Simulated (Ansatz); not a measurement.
Write the native input for Ansatz 0.2.0 that does the following.

| Quantity | Value |
| --- | --- |
| Task | single point |
| Functional | PBE |
| Potentials or basis | all-electron LAPW, scalar-relativistic |
| Cutoff | 221 eV (chosen from the basis error) |
| Basis error allowed | 0.003 eV/atom |
| k mesh | 8 × 8 × 8 |
| Occupations | fermi-dirac, width 0.04 eV |
| Spin | no spin polarisation |

Crystal: Mo.

```
Mo
1.0
    -1.58381    1.58381    1.58381
     1.58381   -1.58381    1.58381
     1.58381    1.58381   -1.58381
Mo
1
Direct
  0.00000 0.00000 0.00000
```

One way to write it, as run:

input.yaml

```yaml
crystal:
  lattice:
    - [-1.5838089719, 1.5838089719, 1.5838089719]
    - [1.5838089719, -1.5838089719, 1.5838089719]
    - [1.5838089719, 1.5838089719, -1.5838089719]
  atoms:
    - { symbol: Mo, position: [0.0, 0.0, 0.0] }
kpoints:
  mp_grid: { grid: [8, 8, 8] }
scf:
  occupations: { method: fermi_dirac, width: 0.04 }
hamiltonian:
  xc: pbe
  pseudopotentials: { kind: all_electron, lapw: { basis_error: 0.003 } }
output:
  forces: true
  stress: true
  eigenvalues: true
```

Potentials or basis: all-electron LAPW, scalar-relativistic.

Launch:

```console
$ ansatz run input.yaml --threads 1 --pin off --max-ram 3072MiB --backend cpu --events-out ev --progress --plain --runs-dir out
```

It gave:

The pressure is -1.1 GPa and the band gap on the k mesh is none (metal or under the smearing width).

Caveat: the k mesh is thin for a metal, which can move the energy by tens of meV per atom.

It took 1.9 s on 1 thread of Arm Neoverse V1, with other jobs on the host, peak memory 0.21 GiB.
